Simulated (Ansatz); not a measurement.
# A crystal of composition S at more than one level of theory

Plane-wave PAW calculations in Ansatz, scalar-relativistic unless spin-orbit coupling is named; Γ-centred meshes, relaxations with the symmetry kept. Pressure is positive in compression. No spin polarisation at the first level.

Settings: cutoff 420 eV, Γ-centred mesh 4×4×4 on the computed 32-atom cell, Gaussian smearing of 0.02 eV; no spin polarisation.

Structure relaxed with PBE+D3(BJ):

```
CELL_PARAMETERS angstrom
0.00000 6.36285 12.17207
5.15648 0.00000 12.17207
5.15648 6.36285 0.00000
ATOMIC_POSITIONS crystal
S 0.90771 0.34735 0.31357
S 0.34735 0.90771 0.43137
S 0.43137 0.31357 0.34735
S 0.31357 0.43137 0.90771
S 0.34229 0.90265 0.93643
S 0.90265 0.34229 0.81863
S 0.81863 0.93643 0.90265
S 0.93643 0.81863 0.34229
S 0.95304 0.44971 0.36651
S 0.44971 0.95304 0.23074
S 0.23074 0.36651 0.44971
S 0.36651 0.23074 0.95304
S 0.29696 0.80029 0.88349
S 0.80029 0.29696 0.01926
S 0.01926 0.88349 0.80029
S 0.88349 0.01926 0.29696
S 0.67204 0.47639 0.48723
S 0.47639 0.67204 0.36434
S 0.36434 0.48723 0.47639
S 0.48723 0.36434 0.67204
S 0.57796 0.77361 0.76277
S 0.77361 0.57796 0.88566
S 0.88566 0.76277 0.77361
S 0.76277 0.88566 0.57796
S 0.88107 0.63010 0.18911
S 0.63010 0.88107 0.29973
S 0.29973 0.18911 0.63010
S 0.18911 0.29973 0.88107
S 0.36893 0.61990 0.06089
S 0.61990 0.36893 0.95027
S 0.95027 0.06089 0.61990
S 0.06089 0.95027 0.36893
```

Problem. What changes with r2SCAN+D3(BJ) (relaxed anew)?

Solution.
| level | cell | cutoff (eV) | k mesh | primitive cell | V (Å³/atom) | P (GPa; residual where relaxed) | gap on mesh (eV) |
| --- | --- | --- | --- | --- | --- | --- | --- |
| PBE+D3(BJ) | relaxed | 420 | 4×4×4 | a = 13.73 Å, b = 13.22 Å, c = 8.19 Å, α = 75.78°, β = 68.91°, γ = 35.31° | 25.0 | 0.01 | 1.93 |
| r2SCAN+D3(BJ) | relaxed | 500 | 4×4×4 | a = 13.78 Å, b = 13.28 Å, c = 8.21 Å, α = 75.69°, β = 69.05°, γ = 35.26° | 25.2 | 0.02 | 2.26 |

The D3 damping used with r2SCAN was fitted together with a three-body term that is left out here.

Cost: 2 runs of about 37 core-minutes in all, on Intel Xeon Platinum 8488C (Sapphire Rapids) (shared hosts).